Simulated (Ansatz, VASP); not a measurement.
# Two plane-wave programs on InPd

The input POSCAR:

```
InPd
1.0
    3.3149408331      0.0000000000      0.0000000000
    0.0000000000      3.3149408331      0.0000000000
    0.0000000000      0.0000000000      3.3149408331
In Pd
1 1
Direct
    0.0000000000      0.0000000000      0.0000000000
    0.5000000000      0.5000000000      0.5000000000
```

File INCAR.step1:

```
SYSTEM = InPd
PREC     = Accurate       ! precision mode
ENCUT    = 520            ! plane-wave cutoff, eV
ISMEAR   = -1             ! smearing method
SIGMA    = 0.05           ! smearing width, eV
LREAL    = .False.        ! projectors in reciprocal space
LASPH    = .True.         ! aspherical terms in the spheres
NELM     = 100            ! most SCF steps
NBANDS   = 18             ! bands
GGA      = PE             ! functional
ALGO     = Normal         ! electronic algorithm
EDIFF    = 1E-4           ! SCF threshold, eV
LWAVE    = .True.         ! write WAVECAR
LCHARG   = .False.        ! write CHGCAR
```

INCAR.step2

```
SYSTEM = InPd
PREC     = Accurate       ! precision mode
ENCUT    = 520            ! plane-wave cutoff, eV
EDIFF    = 1E-6           ! SCF threshold, eV
ISMEAR   = -1             ! smearing method
SIGMA    = 0.05           ! smearing width, eV
LREAL    = .False.        ! projectors in reciprocal space
LASPH    = .True.         ! aspherical terms in the spheres
NELM     = 100            ! most SCF steps
ALGO     = Normal         ! electronic algorithm
ISIF     = 2              ! what is computed and relaxed
LWAVE    = .False.        ! write WAVECAR
LCHARG   = .False.        ! write CHGCAR
METAGGA  = R2SCAN         ! meta-GGA
LMIXTAU  = .True.       
NBANDS   = 18             ! bands
ISTART   = 1
```

The input KPOINTS:

```
Automatic mesh
0
Gamma
  8 8 8
  0 0 0
```

File input.yaml:

```yaml
crystal:
  lattice:
    - [3.3149408331, 0.0, 0.0]
    - [0.0, 3.3149408331, 0.0]
    - [0.0, 0.0, 3.3149408331]
  atoms:
    - { symbol: In, position: [0.0, 0.0, 0.0] }
    - { symbol: Pd, position: [0.5, 0.5, 0.5] }
hamiltonian:
  xc: r2scan
  pseudopotentials: { kind: paw }
kpoints:
  mp_grid: { grid: [8, 8, 8] }
scf:
  occupations: { method: fermi_dirac, width: 0.05 }
output:
  forces: true
  stress: true
  eigenvalues: true
  write_density: true
  write_potential: true
  elf: true
  volumetric_format: npy
```

The cell comes from a database or a generator and needn't be the stable form of this composition.

Alike in both runs: task single point; functional r2SCAN; k mesh 8 × 8 × 8; occupations fermi-dirac, width 0.05 eV; no spin polarisation.

|  | VASP | Ansatz |
| --- | --- | --- |
| version | VASP 6.6.1 | Ansatz 0.2.0 |
| potentials or method | VASP PAW PBE potentials, release 64 (In_d, Pd) | Ansatz PAW |
| plane-wave cutoff (eV) | 520 | 500 |
| valence electrons in the cell | 23 | 31 |

VASP gave:

| Quantity | Value |
| --- | --- |
| gap on the k mesh at the Fermi level (eV) | none |
| pressure (GPa) | -4.8 |

Problem. Estimate Ansatz's values.

Solution. gap on the k mesh at the Fermi level (eV): none; pressure (GPa): -5.2.

A gap of «none» marks a metal or a gap that the smearing closes. The two sets of potentials don't hold the same shells in valence.

Caveats: the PAW data sets were made with another functional, which shifts forces and pressure a little (VASP); the PAW data sets come from PBE, with cores solved anew for the run's functional, which leaves a small shift of forces and pressure (Ansatz).
